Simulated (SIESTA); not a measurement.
The system is Hf.

```xyz
1
Lattice="-1.8050 1.8050 1.8050 1.8050 -1.8050 1.8050 1.8050 1.8050 -1.8050" Properties=species:S:1:pos:R:3 pbc="T T T"
Hf    0.0000    0.0000    0.0000
```

This isn't the form of Hf at room conditions, which is hcp.

- Program: SIESTA 5.4.2
- Task: relaxation of cell and atoms
- Functional: LDA
- Potentials or basis: PseudoDojo 0.4 standard (LDA files)
- Basis: DZP (energy shift 0.003 Ry; two zetas on semicore shells)
- Grid cutoff: 800 Ry
- Energy shift: 0.003 Ry
- k mesh: 7 × 7 × 7
- Occupations: fermi-dirac, width 0.05 eV
- Spin: no spin polarisation

At the start: pressure -12.7 GPa; volume 23.52 Å³/atom.

**Question.** Where does the relaxation end?

**Answer.** Over 7 steps the energy falls by 112.7 meV/atom and the volume is 20.76 Å³/atom (-11.7 %); space group Im-3m (No. 229, to 0.05 Å).

The path:
```tsv
step	energy change (eV)	largest force (eV/Å)	pressure (GPa)	volume (Å³)
1	0.0000	0.0000	-12.67	23.52
2	-0.0083	0.0000	-12.30	23.42
3	-0.1103	0.0000	1.77	20.47
4	-0.1127	0.0000	-0.73	20.90
5	-0.1125	0.0000	0.30	20.72
6	-0.1127	0.0000	-0.12	20.79
7	-0.1127	0.0000	0.05	20.76
```

Final structure:
```
Hf
1.0
    -1.73134    1.73134    1.73134
     1.73134   -1.73134    1.73134
     1.73134    1.73134   -1.73134
Hf
1
Direct
  0.00000 0.00000 0.00000
```

Caveat: short orbitals over semicore shells can move pressures by several GPa; the basis of atomic orbitals isn't converged, which shifts pressures, moduli and gaps.
